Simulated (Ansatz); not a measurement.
## Hg: input and output

Input file of Ansatz 0.2.0:

```yaml
crystal:
  lattice:
    - [4.073755, 0.0, 0.0]
    - [-0.051111, 8.135034, 0.0]
    - [-1.8159, -3.922572, 8.978254]
  atoms:
    - { symbol: Hg, position: [0.24814, 0.15961, 0.98078] }
kpoints:
  mp_grid: { grid: [5, 3, 2], shift: [0.0, 0.0, 0.0] }
magnetization:
  spin_polarized: false
scf:
  occupations: { method: fermi_dirac, width: 0.1105 }
  lower_state_search: "off"
  max_iter: 200
hamiltonian:
  pseudopotentials: { kind: paw }
  xc: r2scan
basis:
  ecutwfc: 500
  fft_grid_basis: typed
output:
  forces: true
  stress: true
  eigenvalues: true
  bader: true
  populations: true
  elf: true
  write_potential: true
  volumetric_format: npy
  dos:
    e_range: [-12, 8]
    de: 0.05
    projected: { site_lists: { Hg: [Hg] } }
checkpoint:
  read: saved_state
```

The run starts from an earlier solution of this cell. 

Output (shortened):

```
SCF iter   1: F=-13827.3998 eV  Δρ=1.60e-4  dr2=9.80e-5  dr2_τ=3.01e-5
SCF iter   2: F=-13827.3999 eV  Δρ=8.29e-5  dr2=2.48e-5  dr2_τ=5.66e-6
SCF iter   3: F=-13827.3999 eV  Δρ=3.45e-5  dr2=3.76e-6  dr2_τ=8.99e-7
SCF iter   4: F=-13827.4000 eV  Δρ=5.57e-6  dr2=1.18e-7  dr2_τ=1.52e-8
SCF iter   5: F=-13827.4000 eV  Δρ=1.60e-6  dr2=8.10e-9  dr2_τ=1.11e-9
Free energy (F): -13827.4000 eV
Harris-Foulkes:  -13827.4000 eV  (|F-HF|=1.24e-6)
Internal energy: -13827.4000 eV  (E = F + TS)
E sigma→0 (E₀):  -13827.4000 eV
Fermi energy:    -2.5948 eV
--- Per-component energies (eV) ---
  E_band       = -737.9727
  E_kinetic    = 605.8780
  E_local      = -6029.2053  (includes V_loc(G=0)·N_el)
  E_nonlocal   = 74.8148
  E_hartree    = 2672.5425
  E_xc         = -207.1297
  E_vxc        = -290.4383  (∫ρ·V_xc dr)
  E_paw        = -9973.8662  (= ΣΔE_a)
  E_vpaw       = -465.9724  (= ΣTr[D̂ρ^β])
  E_aug_tail   = 0.0004  (compensation charges beyond the density's cutoff)
  E_vtau       = 21.8684  (kinetic-family band-sum trace: ∫τ·v_τ [+ j·A + Jᵃ·Aᵃ] dr)
  E_ewald      = -970.2856
  E_core_change = -0.1489  (= ΣΔE_core)
  E_smearing   =  0.0000  (= −TS)
--- Stress (GPa, compression-positive) ---
       -0.1262       0.0000       0.0000
        0.0000      -0.0003       0.0000
        0.0000       0.0000       0.0000
  P = ⅓ Tr σ = -0.0422 GPa (-0.422 kbar)
--- Löwdin populations: 1 site ---
  site symbol       q [e]
     0     Hg     19.9954
  spilling = 0.0002 (of n_electrons = 20.0000)
--- Bader charges: 1 site ---
  site symbol  charge [e]  shift [e]
     0     Hg      0.0000     0.0000
```

Origin: a known structure type with other elements, at an estimated volume, so it need not be a known compound. Caveats: the exchange-correlation potential is rough where the density is thin.
